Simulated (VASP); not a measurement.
# AlRu (Pm-3m) in VASP: notebook, part 2 of 2

VASP 6.6.1.

## Step 4: Relaxation of cell and atoms, BEEF-vdW

INCAR reads:

```
SYSTEM = AlRu
ALGO     = Normal         ! electronic algorithm
EDIFF    = 1E-6           ! SCF threshold, eV
EDIFFG   = -0.02          ! ionic threshold
ENCUT    = 600            ! plane-wave cutoff, eV
GGA      = BF             ! functional
IBRION   = 2              ! ionic algorithm
ISIF     = 3              ! what is computed and relaxed
ISMEAR   = -1             ! smearing method
LASPH    = .TRUE.         ! aspherical terms in the spheres
LCHARG   = .FALSE.        ! write CHGCAR
LREAL    = .FALSE.        ! projectors in reciprocal space
LUSE_VDW = .TRUE.       
LWAVE    = .FALSE.        ! write WAVECAR
NELM     = 60             ! most SCF steps
NSW      = 40             ! ionic steps
PREC     = Accurate       ! precision mode
SIGMA    = 0.05           ! smearing width, eV
ZAB_VDW  = -1.8867
```

KPOINTS reads:

```
k-points
0
G
  9 9 9
  0 0 0
```

POSCAR reads:

```
AlRu
1.0
    2.9916000000      0.0000000000      0.0000000000
    0.0000000000      2.9916000000      0.0000000000
    0.0000000000      0.0000000000      2.9916000000
Ru Al
1 1
Direct
    0.5000000000      0.5000000000      0.5000000000
    0.0000000000      0.0000000000      0.0000000000
```

Potentials or basis: VASP PAW PBE potentials, release 64 (Ru_pv, Al).

Command:

```
> cat potpaw_PBE.64/Ru_pv/POTCAR potpaw_PBE.64/Al/POTCAR > POTCAR
> mpirun -np 1 vasp_std > vasp.out
```

OUTCAR:

```text
SYSTEM = AlRu
   EDIFF = 1E-6
   EDIFFG = -0.02
   ENCUT = 600
   GGA = BF
   IBRION = 2
   ISIF = 3
   ISMEAR = -1
   LASPH = .TRUE.
   LREAL = .FALSE.
   NELM = 60
   NSW = 40
   PREC = Accurate

 ion  position               nearest neighbor table
   1  0.500  0.500  0.500-   2 2.59   2 2.59   2 2.59   2 2.59   2 2.59   2 2.59   2 2.59   2 2.59

   2  0.000  0.000  0.000-   1 2.59   1 2.59   1 2.59   1 2.59   1 2.59   1 2.59   1 2.59   1 2.59

  LATTYP: Found a simple cubic cell.
 ALAT       =     2.9916000000

  Lattice vectors:

 A1 = (   2.9916000000,   0.0000000000,   0.0000000000)
 A2 = (   0.0000000000,   2.9916000000,   0.0000000000)
 A3 = (   0.0000000000,   0.0000000000,   2.9916000000)

Analysis of symmetry for initial positions (statically):
=====================================================================
 Subroutine PRICEL returns:
 Original cell was already a primitive cell.

 Routine SETGRP: Setting up the symmetry group for a
 simple cubic supercell.

 Subroutine GETGRP returns: Found 48 space group operations
 (whereof 48 operations were pure point group operations)
 out of a pool of 48 trial point group operations.

The static configuration has the point symmetry O_h .

Analysis of symmetry for dynamics (positions and initial velocities):
=====================================================================
 Subroutine PRICEL returns:
 Original cell was already a primitive cell.

 Routine SETGRP: Setting up the symmetry group for a
 simple cubic supercell.

 Subroutine GETGRP returns: Found 48 space group operations
 (whereof 48 operations were pure point group operations)
 out of a pool of 48 trial point group operations.

The dynamic configuration has the point symmetry O_h .

 Subroutine INISYM returns: Found 48 space group operations
 (whereof 48 operations are pure point group operations),
 and found     1 'primitive' translations

----------------------------------------------------------------------------------------

                                     Primitive cell

  volume of cell :      26.7738

[... 122 lines left out ...]
 non-spin polarized calculation
  energy-cutoff  :      600.00
  volume of cell :       26.77
 maximum number of plane-waves:       922
 NGX is ok and might be reduce to    24
   NGX = 11   NGY = 11   NGZ = 11

--------------------------------------- Ionic step        1  -------------------------------------------

 number of electron      16.9999995 magnetization

 Free energy of the ion-electron system (eV)
  ---------------------------------------------------
  ext. energy  EPLUGINS =         0.00000000
  ---------------------------------------------------
  free energy    TOTEN  =        -9.56907016 eV

  energy without entropy =       -9.55255733  energy(sigma->0) =       -9.56081374

------------------------ aborting loop because EDIFF is reached ----------------------------------------

  FORCE on cell =-STRESS in cart. coord.  units (eV):
  Direction    XX          YY          ZZ          XY          YZ          ZX
  --------------------------------------------------------------------------------------
  -------------------------------------------------------------------------------------
  Total        0.5983772      0.5983772      0.5983772     -0.0000000      0.0000000     -0.0000000
  in kB       35.8075857     35.8075857     35.8075857     -0.0000000      0.0000000     -0.0000000
  external PRESSURE =      35.8075857 kB  Pullay stress =       0.0000000 kB
[... 25 lines left out ...]
--------------------------------------- Ionic step        2  -------------------------------------------

 number of electron      17.0000002 magnetization

 E-fermi :   9.7879     XC(G=0): -12.5655

 val. band max:        9.7872058379   @ k =   0.4444   0.4444   0.1111
 cond. band min:       9.8323931290   @ k =   0.1111   0.1111   0.0000
 fundamental gap:      0.0451872911
 Fermi energy:         9.7878942738

 k-point     1 :       0.0000    0.0000    0.0000
  band No.  band energies     occupation
      1     -32.0690      2.00000
      2     -32.0690      2.00000
      3     -32.0690      2.00000
      4       0.5112      2.00000
      5       6.5754      2.00000
      6       6.5754      2.00000
      7       9.9882      0.03577
      8       9.9882      0.03576
      9       9.9882      0.03576
     10      15.7952      0.00000
     11      15.7952      0.00000
     12      15.7952      0.00000
[... 382 lines left out ...]
--------------------------------------- Ionic step        3  -------------------------------------------

 number of electron      16.9999997 magnetization

 Free energy of the ion-electron system (eV)
  ---------------------------------------------------
  ext. energy  EPLUGINS =         0.00000000
  ---------------------------------------------------
  free energy    TOTEN  =        -9.57428530 eV

  energy without entropy =       -9.55734209  energy(sigma->0) =       -9.56581369

 E-fermi :  10.1308     XC(G=0): -12.6989

 val. band max:       10.1158358547   @ k =   0.4444   0.1111   0.1111
 cond. band min:      10.1318466852   @ k =   0.4444   0.4444   0.1111
 fundamental gap:      0.0160108305
 Fermi energy:        10.1307556668

 k-point     1 :       0.0000    0.0000    0.0000
  band No.  band energies     occupation
      1     -31.7311      2.00000
      2     -31.7311      2.00000
      3     -31.7311      2.00000
      4       0.7112      2.00000
      5       6.7894      2.00000
      6       6.7894      2.00000
      7      10.3416      0.02908
      8      10.3416      0.02907
      9      10.3416      0.02907
     10      16.2644      0.00000
     11      16.2644      0.00000
     12      16.2644      0.00000
[... 378 lines left out ...]
  energy  without entropy=       -9.5573420910  energy(sigma->0) =       -9.56581369

Total vdW correction in eV:      2.2588416

 reached required accuracy - stopping structural energy minimisation
```

OSZICAR:

```text
N       E                     dE             d eps       ncg     rms          rms(c)
DAV:   1     0.131805445780E+03    0.13181E+03   -0.10459E+04   840   0.149E+03
DAV:   2    -0.753048944363E+01   -0.13934E+03   -0.13367E+03   884   0.372E+02
DAV:   3    -0.988983261773E+01   -0.23593E+01   -0.23119E+01  1000   0.506E+01
[... 24 lines left out ...]
DAV:   4    -0.957415052550E+01    0.12877E-03   -0.53408E-03   872   0.686E-01    0.137E-01
DAV:   5    -0.957424799410E+01   -0.97469E-04   -0.27793E-04  1008   0.156E-01    0.463E-02
DAV:   6    -0.957428235651E+01   -0.34362E-04   -0.17194E-05   976   0.424E-02    0.155E-02
DAV:   7    -0.957428580455E+01   -0.34480E-05   -0.19600E-06   880   0.161E-02    0.478E-03
DAV:   8    -0.957428529841E+01    0.50614E-06   -0.73101E-08   420   0.296E-03
   3 F= -.95742853E+01 E0= -.95658137E+01  d E =-.521514E-02
```

CONTCAR:

```text
AlRu
   1.00000000000000
     3.0091266561856256   -0.0000000000000000   -0.0000000000000000
    -0.0000000000000000    3.0091266561856256   -0.0000000000000000
    -0.0000000000000000    0.0000000000000000    3.0091266561856256
  Ru              Al
     1     1
Direct
     0.5000000000000000    0.5000000000000000    0.5000000000000000
     0.0000000000000000    0.0000000000000000    0.0000000000000000

  0.00000000E+00  0.00000000E+00  0.00000000E+00
  0.00000000E+00  0.00000000E+00  0.00000000E+00
```

Wall time 40 s (1 thread of Intel Xeon 6975P-C (Granite Rapids), shared host); peak memory 0.27 GiB.

What came out:

```yaml
Free_energy: -9.5743 eV
Relaxed_volume: 13.62 Å³/atom
Relaxed_cell: a = 3.009 Å, b = 3.009 Å, c = 3.009 Å, α = 90.00°, β = 90.00°, γ = 90.00°
Space_group_after_relaxing_to_0.05_Å: Pm-3m (No. 221)
Energy_gained_by_relaxing: 2.6 meV/atom
Ionic_steps: 3
Pressure_after_relaxing: 0.0 GPa
Band_gap_on_the_k_mesh: none (metal or under the smearing width)
```

The path:
```tsv
step	energy change (eV)	largest force (eV/Å)	pressure (GPa)	volume (Å³)
1	0.0000	0.0000	3.58	26.77
2	0.0056	0.0000	-4.80	27.95
3	-0.0052	0.0000	0.00	27.25
```

Final structure:
```xyz
2
Lattice="3.0091 0.0000 0.0000 0.0000 3.0091 0.0000 0.0000 0.0000 3.0091" Properties=species:S:1:pos:R:3 pbc="T T T"
Ru    1.5046    1.5046    1.5046
Al    0.0000    0.0000    0.0000
```

Caveat: the PAW data sets were made with another functional, which shifts forces and pressure a little.

## Step 5: Relaxation of cell and atoms, vdW-DF2

INCAR reads:

```
SYSTEM = AlRu
AGGAC = 0.0
ALGO = Normal
EDIFF = 1E-6
EDIFFG = -0.01
ENCUT = 600
GGA = ML
IBRION = 2
ISIF = 3
ISMEAR = -1
LASPH = .TRUE.
LCHARG = .FALSE.
LREAL = .FALSE.
LUSE_VDW = .TRUE.
LWAVE = .FALSE.
NELM = 100
NSW = 40
PREC = Accurate
SIGMA = 0.05
ZAB_VDW = -1.8867
```

KPOINTS is that of step 4.

POSCAR is that of step 4.

Command:

```
> cat potpaw_PBE.64/Ru_pv/POTCAR potpaw_PBE.64/Al/POTCAR > POTCAR
> mpirun -np 1 vasp_std > vasp.out
```

Wall time 48 s (1 thread of Intel Xeon 6975P-C (Granite Rapids), shared host); peak memory 0.27 GiB.

It converged, with:

- Free energy: -7.9390 eV
- Relaxed volume: 14.28 Å³/atom
- Relaxed cell: a = 3.057 Å, b = 3.057 Å, c = 3.057 Å, α = 90.00°, β = 90.00°, γ = 90.00°
- Space group after relaxing (to 0.05 Å): Pm-3m (No. 221)
- Energy gained by relaxing: 34.7 meV/atom
- Ionic steps: 4
- Pressure after relaxing: 0.0 GPa
- Band gap on the k mesh: none (metal or under the smearing width)

The path:
| step | energy change (eV) | largest force (eV/Å) | pressure (GPa) | volume (Å³) |
| --- | --- | --- | --- | --- |
| 1 | 0.0000 | 0.0000 | 13.14 | 26.77 |
| 2 | 0.0484 | 0.0000 | -12.89 | 31.26 |
| 3 | -0.0693 | 0.0000 | -0.24 | 28.60 |
| 4 | -0.0693 | 0.0000 | 0.00 | 28.57 |

Final structure:
```xyz
2
Lattice="3.0570 0.0000 0.0000 0.0000 3.0570 0.0000 0.0000 0.0000 3.0570" Properties=species:S:1:pos:R:3 pbc="T T T"
Ru    1.5285    1.5285    1.5285
Al    0.0000    0.0000    0.0000
```

Levels at points of the mesh, in eV from the Fermi level:
| k point | band 7 | band 8 | band 9 | band 10 | band 11 | band 12 |
| --- | --- | --- | --- | --- | --- | --- |
| (0.00, 0.00, 0.00) | 0.17 | 0.17 | 0.17 | 5.83 | 5.83 | 5.83 |

Caveat: the PAW data sets were made with another functional, which shifts forces and pressure a little. Zero-point motion and thermal expansion aren't in these numbers.

## Step 6: The reference run

An earlier run on the cell as given: functional PBEsol; potentials or basis VASP PAW PBE potentials, release 64 (Ru_pv, Al); cutoff 520 eV; k mesh 9 × 9 × 9; occupations fermi-dirac, width 0.05 eV; no spin polarisation.

* Pressure: -3.3 GPa
* Band gap on the k mesh: none (metal or under the smearing width)

## Step 7: Overview

```tsv
task	level	cell	k mesh	cutoff (eV)	ladder	gap on the mesh (eV)	pressure (GPa)	relaxed volume (Å³/atom)
relaxation of cell and atoms	r2SCAN	relaxed	8 × 8 × 8	600	gaps	none	0.0	13.30
relaxation of cell and atoms	optPBE-vdW	relaxed	9 × 9 × 9	600	-	none	0.0	13.64
relaxation of cell and atoms	BEEF-vdW	relaxed	9 × 9 × 9	600	-	none	0.0	13.62
relaxation of cell and atoms	vdW-DF2	relaxed	9 × 9 × 9	600	-	none	0.0	14.28
single point	PBEsol	as given	9 × 9 × 9	520	free	none	-3.3	-
```

Alike in all rows: potentials or basis VASP PAW PBE potentials, release 64 (Ru_pv, Al); no spin polarisation; smearing fermi-dirac 0.05 eV.

Caveats: the PAW data sets were made with another functional, which shifts forces and pressure a little.

Total energies depend on the potentials used, so only differences within one code and one set of settings carry meaning.
